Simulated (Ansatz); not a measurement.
NiO under changes of volume

One of the cells (9.076 Å³/atom); the others are scaled copies at fixed shape and fractional positions:

```
CELL_PARAMETERS angstrom
0.00000 2.08590 2.08590
2.08590 0.00000 2.08590
2.08590 2.08590 0.00000
ATOMIC_POSITIONS crystal
Ni 0.00000 0.00000 0.00000
O 0.50000 0.50000 0.50000
```

```yaml
Program: Ansatz 0.2.0
Functional: PBE
Dispersion: D3(BJ)
Potentials_or_basis: Ansatz PAW
Cutoff: "420 eV (not typed: the program's choice for these potentials)"
k_mesh: 11 × 11 × 11
Occupations: fermi-dirac, width 0.05 eV
Spin: collinear spin, ferromagnetic start
Starting_moments: "[1.0, 0.0] μB"
```

```csv
volume (Å³/atom),energy over the lowest point (meV/atom),pressure (GPa),moment (μB per cell)
8.531,31.36,15.7,1.51
8.713,16.11,11.1,1.57
8.894,6.19,6.6,1.65
9.076,0.82,2.4,1.73
9.257,0.00,-1.5,1.78
9.439,3.47,-5.1,1.82
9.620,?,?,?
```

Q: What does the run at 9.620 Å³/atom give?

A: Energy over the lowest point 10.89 meV/atom; pressure -8.2 GPa; moment 1.86 μB per cell.

Worked out: A Birch-Murnaghan fit of order 3 (a polynomial in V^(-2/3)) to the other rows has its minimum at 9.20 Å³/atom with B0 = V·E''(V) = 193 GPa (rough, since the energies scatter). It gives 10.82 meV/atom at 9.620 Å³/atom, against the run's 10.89, and -dE/dV = -8.2 GPa, against -8.2. A parabola through the other rows of the moment, of slope 0.204 μB per Å³/atom there, extrapolates to 1.87 μB, against the run's 1.86.

Energies are extrapolated to zero smearing.

Caveats: a cell with one magnetic atom can't hold antiferromagnetic order, which such compounds often take; pairwise dispersion overbinds metals, which lowers pressure and volume.
